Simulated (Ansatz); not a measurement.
Born–Oppenheimer molecular dynamics of a periodic cell of 16 atoms, MgO (host MgO, host structure Fm-3m). It starts from a structure without forces on its atoms.

These are results of DFT LDA, scalar-relativistic, plane waves, PAW in Ansatz, not measurements. Settings: cutoff 420 eV, k mesh 2x2x2, fermi-dirac smearing 0.05 eV, no spin polarisation.

```yaml
ensemble: NVT, Nosé–Hoover chain
time_step: 1 fs
steps_asked: 190
set_temperature: 1500 K
thermostat: time constant 200 fs, chain length 5
seed: 395100
```

First frame:

```xyz
16
Lattice="0.0000 3.8220 3.8220 3.8220 0.0000 3.8220 3.8220 3.8220 0.0000" Properties=species:S:1:pos:R:3
Mg 0.000 0.000 0.000
O 1.911 1.911 1.911
Mg 1.911 1.911 0.000
O 3.822 3.822 1.911
Mg 1.911 0.000 1.911
O 3.822 1.911 3.822
Mg 3.822 1.911 1.911
O 5.733 3.822 3.822
Mg 0.000 1.911 1.911
O 1.911 3.822 3.822
Mg 1.911 3.822 1.911
O 3.822 5.733 3.822
Mg 1.911 1.911 3.822
O 3.822 3.822 5.733
Mg 3.822 3.822 3.822
O 5.733 5.733 5.733
```

**Question.** What does the run give?

**Answer.** All steps were run.

```yaml
steps_done: 190
time_covered: 190 fs
mean_temperature_over_the_second_half: 852 K
spread_of_the_potential_energy_over_the_second_half: 24.4 meV per atom
mean_potential_energy_of_the_second_half_above_the_start: 104.0 meV per atom
```

The conserved energy stayed within 0.56 meV per atom of its start (net change 0.3 meV per atom), so the integration is sound. The mean temperature of the second half is 43 % below the set value. A run of 0.19 ps of so small a system gives no equilibrium averages. Limits of this set-up: coarse k mesh.

**Question.** What happens to the structure?

**Answer.** Mean squared displacements from the first frame to the last, about the centre of mass: Mg 0.01 Å², O 0.02 Å². Another seed would give other details.

**Question.** How do temperature and energy run in time?

**Answer.** 
```tsv
time (fs)	T (K)	potential energy less start (eV)	conserved less start (meV/atom)
0.0	1500	0.000	0.00
6.0	913	1.143	0.30
12.0	285	2.364	0.55
18.0	535	1.878	0.26
24.0	710	1.544	0.28
30.0	715	1.540	0.37
36.0	877	1.233	0.29
42.0	918	1.165	0.28
48.0	750	1.503	0.34
54.0	630	1.746	0.39
60.0	745	1.534	0.32
66.0	849	1.345	0.29
72.0	790	1.479	0.29
78.0	625	1.816	0.39
84.0	727	1.632	0.36
90.0	977	1.168	0.20
96.0	784	1.570	0.30
102.0	606	1.935	0.46
108.0	956	1.279	0.25
114.0	1111	1.013	0.26
120.0	951	1.358	0.32
126.0	665	1.941	0.33
132.0	405	2.466	0.47
138.0	638	2.033	0.40
144.0	1086	1.196	0.25
150.0	1153	1.112	0.32
156.0	992	1.467	0.38
162.0	854	1.771	0.35
168.0	723	2.057	0.42
174.0	785	1.966	0.36
180.0	886	1.805	0.39
186.0	1007	1.605	0.34
```

Run time: 10 min on 1 thread of Arm Neoverse N1, with other jobs on the host, peak memory 0.39 GiB.
